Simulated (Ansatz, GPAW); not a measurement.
This is a calculation of Ca (Calcium) for GPAW 26.7.0 (ASE script). 

Contents of run.py:

```python
from ase.dft.bandgap import bandgap
from ase.io import read, write
from ase.units import GPa
from gpaw import GPAW, PW, setup_paths

setup_paths.insert(0, '.')

atoms = read('POSCAR')

calc = GPAW(mode=PW(600),
            xc='PBEsol',
            kpts={'size': (8, 8, 8), 'gamma': True},
            occupations={'name': 'methfessel-paxton', 'order': 0, 'width': 0.1},
            nbands=12,
            convergence={'density': 1e-05, 'energy': 1e-05},
            maxiter=150,
            txt='gpaw.txt')
atoms.calc = calc
energy = atoms.get_potential_energy()
forces = atoms.get_forces()
stress = atoms.get_stress()
calc.write('gs.gpw')
write('result.traj', atoms)
print(f'Energy: {energy:.6f} eV')
print('Forces (eV/A):')
print(forces.round(4))
print('Stress (GPa):', (stress / GPa).round(3))
print('Fermi level:', round(calc.get_fermi_level(), 4), 'eV')
print(f'Gap: {bandgap(calc)[0]:.4f} eV, direct: {bandgap(calc, direct=True)[0]:.4f} eV')
```

POSCAR

```
Ca
1.0
    0.0000000000      2.7942000000      2.7942000000
    2.7942000000      0.0000000000      2.7942000000
    2.7942000000      2.7942000000      0.0000000000
Ca
1
Direct
    0.0000000000      0.0000000000      0.0000000000
```

Potentials or basis: PAW data sets generated in the run's folder for this functional, pw.

Launch:

```bash
$ gpaw-setup -f PBEsol Ca
$ OMP_NUM_THREADS=1 python run.py
```

**Question.** Set up the same calculation for Ansatz 0.2.0. Potentials or basis there: Ansatz PAW, cutoff 420 eV.

**Answer.** As run (cutoffs and basis follow the program's own potentials, and thresholds, step limits or extra output files can differ):

File input.yaml:

```yaml
crystal:
  lattice:
    - [0.0, 2.7942, 2.7942]
    - [2.7942, 0.0, 2.7942]
    - [2.7942, 2.7942, 0.0]
  atoms:
    - { symbol: Ca, position: [0.0, 0.0, 0.0] }
hamiltonian:
  xc: pbesol
  pseudopotentials: { kind: paw }
kpoints:
  mp_grid: { grid: [8, 8, 8] }
scf:
  occupations: { method: gaussian, width: 0.1 }
output:
  forces: true
  stress: true
  eigenvalues: true
  write_density: true
  write_potential: true
  elf: true
  volumetric_format: npy
```

Potentials or basis: Ansatz PAW.

The run is started by

```console
$ ansatz run input.yaml --threads 1 --pin off --max-ram 3584MiB --backend cpu --events-out ev --progress --plain --runs-dir out
```

Both were run:

|  | GPAW | Ansatz |
| --- | --- | --- |
| Pressure | -1.1 GPa | -1.2 GPa |

Ansatz's pressure holds a Pulay term of +0.00 GPa for its cutoff of 420 eV, which the other run lacks.

Ansatz's potentials were made for PBE.

Where Ansatz's input types no cutoff or centring, it takes its own default and a Γ-centred mesh.

Pressure is positive in compression.
